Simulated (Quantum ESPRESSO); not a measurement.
**CuO (Tenorite) under changes of volume**

One of the cells (10.135 Å³/atom); the others are scaled copies at fixed shape and fractional positions:

```xyz
4
Lattice="2.3418 -1.7113 0.0000 2.3418 1.7113 0.0000 -0.8500 0.0000 5.0579" Properties=species:S:1:pos:R:3 pbc="T T T"
Cu    0.7459   -0.8557    2.5289
Cu    1.1709    0.8557    0.0000
O     1.7043    0.2793    3.7934
O     2.1293   -0.2793    1.2645
```

| Property | Result |
| --- | --- |
| Program | Quantum ESPRESSO 7.5 |
| Functional | PBEsol |
| Potentials or basis | GBRV 1.5 PBEsol |
| Cutoff | 762 eV |
| Density cutoff | 6095 eV |
| k mesh | 10 × 10 × 5 |
| Occupations | fermi-dirac, width 0.05 eV |
| Spin | no spin polarisation |

```tsv
volume (Å³/atom)	energy over the lowest point (meV/atom)	pressure (GPa)
9.527	?	?
9.730	5.39	5.8
9.932	0.16	1.6
10.135	0.00	-2.2
10.338	4.35	-5.5
10.540	12.72	-8.6
10.743	24.66	-11.2
```

Task: What does the run at 9.527 Å³/atom give?

Result: Energy over the lowest point 16.27 meV/atom; pressure 10.6 GPa.

Worked out: A Birch-Murnaghan fit of order 3 (a polynomial in V^(-2/3)) to the other rows has its minimum at 10.04 Å³/atom with B0 = V·E''(V) = 187 GPa and B' = 4.9 at fixed shape and positions, which overstates the stiffness. It gives 16.38 meV/atom at 9.527 Å³/atom, against the run's 16.27, and -dE/dV = 11.1 GPa, against 10.6.

Energies are extrapolated to zero smearing.

Caveats: the run has no spin polarisation, though such a crystal can be magnetic.
